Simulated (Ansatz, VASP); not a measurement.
One calculation of ZnS, two programs

File POSCAR:

```
ZnS
1.0
   -0.2855210271      2.5696892437      2.5696892437
    2.5696892437     -0.2855210271      2.5696892437
    2.5696892437      2.5696892437     -0.2855210271
Zn S
1 1
Direct
    0.0000000000      0.0000000000      0.0000000000
    0.7500000000      0.7500000000      0.7500000000
```

Contents of INCAR.step1:

```
SYSTEM = ZnS
ALGO = Normal
EDIFF = 1E-4
ENCUT = 520
GGA = PE
ISMEAR = 0
LASPH = .TRUE.
LCHARG = .FALSE.
LREAL = .FALSE.
LWAVE = .TRUE.
NBANDS = 16
NELM = 80
PREC = Accurate
SIGMA = 0.05
```

The input INCAR.step2:

```
SYSTEM = ZnS
ALGO = Normal
EDIFF = 1E-6
ENCUT = 520
ISIF = 2
ISMEAR = 0
ISTART = 1
LASPH = .TRUE.
LCHARG = .FALSE.
LMIXTAU = .TRUE.
LREAL = .FALSE.
LWAVE = .FALSE.
METAGGA = R2SCAN
NBANDS = 16
NELM = 80
PREC = Accurate
SIGMA = 0.05
```

KPOINTS

```
k-points
0
G
  8 8 8
  0 0 0
```

Input for Ansatz:

```yaml
crystal:
  lattice:
    - [-0.2855210271, 2.5696892437, 2.5696892437]
    - [2.5696892437, -0.2855210271, 2.5696892437]
    - [2.5696892437, 2.5696892437, -0.2855210271]
  atoms:
    - { symbol: Zn, position: [0.0, 0.0, 0.0] }
    - { symbol: S, position: [0.75, 0.75, 0.75] }
basis:
  ecutwfc: 500
kpoints:
  mp_grid: { grid: [8, 8, 8] }
hamiltonian:
  xc: r2scan
scf:
  occupations: { method: gaussian, width: 0.05 }
output:
  forces: true
  stress: true
  eigenvalues: true
```

Alike in both runs: task single point; functional r2SCAN; k mesh 8 × 8 × 8; occupations gaussian, width 0.05 eV; no spin polarisation.

|  | VASP | Ansatz |
| --- | --- | --- |
| version | VASP 6.6.1 | Ansatz 0.2.0 |
| potentials or method | VASP PAW PBE potentials, release 64 (Zn, S) | scalar-relativistic, plane waves, PAW |
| plane-wave cutoff (eV) | 520 | 500 |
| valence electrons in the cell | 18 | 18 |

Ansatz gave:

* gap on the k mesh at the Fermi level (eV): 2.21
* least direct gap on the mesh (eV): 2.21
* pressure (GPa): 2.9
* largest component of the traceless stress (GPa): 9.50
* rms of the force components (eV/Å): 1.126

**Question.** What did VASP give for the same quantities?

**Answer.** gap on the k mesh at the Fermi level (eV): 2.21; least direct gap on the mesh (eV): 2.21; pressure (GPa): 3.0; largest component of the traceless stress (GPa): 9.57; rms of the force components (eV/Å): 1.137.

Atom by atom the forces differ by 0.011 eV/Å (rms over components). The functional is the same, so the differences come from potentials, cutoffs and numerics.

Caveats: the PAW data sets were made with another functional, which shifts forces and pressure a little (VASP). r2SCAN opens gaps a little over a GGA but as a rule still falls short of measured ones.
